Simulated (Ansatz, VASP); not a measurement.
# B: VASP beside Ansatz

```
B
1.0
     2.94120    0.00000    0.00000
     0.00000    3.28670    0.00000
     0.00000    0.00000    8.59811
B
12
Cartesian
  2.2010 2.1298 5.9458
  2.2108 0.4864 6.9513
  0.7304 2.8003 6.9513
  0.7402 1.1569 5.9458
  0.7402 1.1569 2.6523
  0.7304 2.8003 1.6468
  2.2108 0.4864 1.6468
  2.2010 2.1298 2.6523
  0.9621 2.3743 0.0000
  0.5085 0.7309 4.2991
  2.4327 2.5558 4.2991
  1.9791 0.9124 0.0000
```

Alike in both runs: task relaxation of cell and atoms; functional PBE; k mesh 12 × 12 × 6; occupations gaussian, width 0.1 eV; no spin polarisation.

```csv
,VASP,Ansatz
version,VASP 6.6.1,Ansatz 0.2.0
potentials or method,"VASP PAW PBE potentials, release 64 (B)","scalar-relativistic, plane waves, PAW"
plane-wave cutoff (eV),600,420
valence electrons in the cell,36,36
```

Ansatz gave:

| Quantity | Value |
| --- | --- |
| gap on the k mesh at the Fermi level, each at its own relaxed structure (eV) | none |
| relaxed volume (Å³/atom) | 6.93 |
| relaxed cell length with the largest relative difference (Å) | 3.293 |

Question: Estimate VASP's values.

Answer: gap on the k mesh at the Fermi level, each at its own relaxed structure (eV): none; relaxed volume (Å³/atom): 6.92; relaxed cell length with the largest relative difference (Å): 3.293.

A gap of «none» marks a metal or a gap that the smearing closes.
